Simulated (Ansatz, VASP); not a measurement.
**PbO2 in VASP and in Ansatz**

The input INCAR:

```
PREC     = Accurate       # precision mode
ENCUT    = 600            # plane-wave cutoff, eV
EDIFF    = 1E-6           # SCF threshold, eV
ISMEAR   = -1             # smearing method
SIGMA    = 0.05           # smearing width, eV
LREAL    = False          # projectors in reciprocal space
LASPH    = True           # aspherical terms in the spheres
NELM     = 80             # most SCF steps
ALGO     = Normal         # electronic algorithm
ISIF     = 3              # what is computed and relaxed
LWAVE    = False          # write WAVECAR
LCHARG   = False          # write CHGCAR
GGA      = PS             # functional
IVDW     = 13             # dispersion correction
IBRION   = 2              # ionic algorithm
NSW      = 60             # ionic steps
EDIFFG   = -0.01          # ionic threshold
```

The input KPOINTS:

```
regular mesh
0
Gamma
  9 9 9
```

Contents of POSCAR:

```
PbO2
1.0
    0.0000000000      2.7019920000      2.7019920000
    2.7019920000      0.0000000000      2.7019920000
    2.7019920000      2.7019920000      0.0000000000
Pb O
1 2
Direct
    0.0000000000      0.0000000000      0.0000000000
    0.7500000000      0.7500000000      0.7500000000
    0.2500000000      0.2500000000      0.2500000000
```

Contents of input.yaml:

```yaml
crystal:
  lattice:
    - [0.0, 2.701992, 2.701992]
    - [2.701992, 0.0, 2.701992]
    - [2.701992, 2.701992, 0.0]
  atoms:
    - { symbol: Pb, position: [0.0, 0.0, 0.0] }
    - { symbol: O, position: [0.75, 0.75, 0.75] }
    - { symbol: O, position: [0.25, 0.25, 0.25] }
hamiltonian:
  xc: pbesol
  pseudopotentials: { kind: paw }
  dispersion: d4
kpoints:
  mp_grid: { grid: [9, 9, 9] }
scf:
  occupations: { method: fermi_dirac, width: 0.05 }
output:
  forces: true
  stress: true
  eigenvalues: true
relax:
  f_tol: 0.01
  max_steps: 40
  cell: { stress_tol: 0.05 }
```

The cell comes from a database or a generator and needn't be the stable form of this composition.

Alike in both runs: task relaxation of cell and atoms; functional PBEsol; dispersion D4; k mesh 9 × 9 × 9; occupations fermi-dirac, width 0.05 eV; no spin polarisation.

|  | VASP | Ansatz |
| --- | --- | --- |
| version | VASP 6.6.1 | Ansatz 0.2.0 |
| potentials or method | VASP PAW PBE potentials, release 64 (Pb_d, O) | Ansatz PAW |
| plane-wave cutoff (eV) | 600 | 420 |
| valence electrons in the cell | 26 | 26 |

|  | VASP | Ansatz | Ansatz less VASP |
| --- | --- | --- | --- |
| gap on the k mesh at the Fermi level, each at its own relaxed structure (eV) | none | none | - |
| relaxed volume (Å³/atom) | 12.48 | 12.47 | -0.012 |
| relaxed cell length with the largest relative difference (Å) | 3.755 | 3.754 | -0.0012 |
| energy change over the relaxation (meV/atom) | -16 | -17 | -0.5 |

A gap of «none» marks a metal or a gap that the smearing closes.

Caveats: pairwise dispersion overbinds metals, which lowers pressure and volume; the PAW data sets were made with another functional, which shifts forces and pressure a little (VASP); the plane-wave basis is chosen anew once the cell has moved, so the energies of steps on either side of that aren't comparable (Ansatz); the pressure holds a Pulay correction of +0.7 GPa for the finite cutoff (Ansatz); the PAW data sets come from PBE, with cores solved anew for the run's functional, which leaves a small shift of forces and pressure (Ansatz). Spin-orbit coupling is left out, which matters for the levels of Pb.
